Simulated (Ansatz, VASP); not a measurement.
# Pb in VASP and in Ansatz

```
Pb
1.0
    -1.92568    1.92568    1.92568
     1.92568   -1.92568    1.92568
     1.92568    1.92568   -1.92568
Pb
1
Direct
  0.00000 0.00000 0.00000
```

Alike in both runs: task relaxation of cell and atoms; functional PBE; k mesh 13 × 13 × 13; occupations fermi-dirac, width 0.05 eV; no spin polarisation.

|  | VASP | Ansatz |
| --- | --- | --- |
| version | VASP 6.6.1 | Ansatz 0.2.0 |
| potentials or method | VASP PAW PBE potentials, release 64 (Pb_d) | PAW with Ansatz's default frozen-core files, scalar-relativistic |
| plane-wave cutoff (eV) | 600 | 420 |
| valence electrons in the cell | 14 | 14 |

VASP gave:

```
relaxed volume (Å³/atom)                                     : 31.87
relaxed cell length with the largest relative difference (Å) : 3.459
energy change over the relaxation (meV/atom)                 : -52
```

Estimate Ansatz's values.

relaxed volume (Å³/atom): 31.90; relaxed cell length with the largest relative difference (Å): 3.461; energy change over the relaxation (meV/atom): -52.

The runs have no spin-orbit coupling, so splittings on Pb are missing.
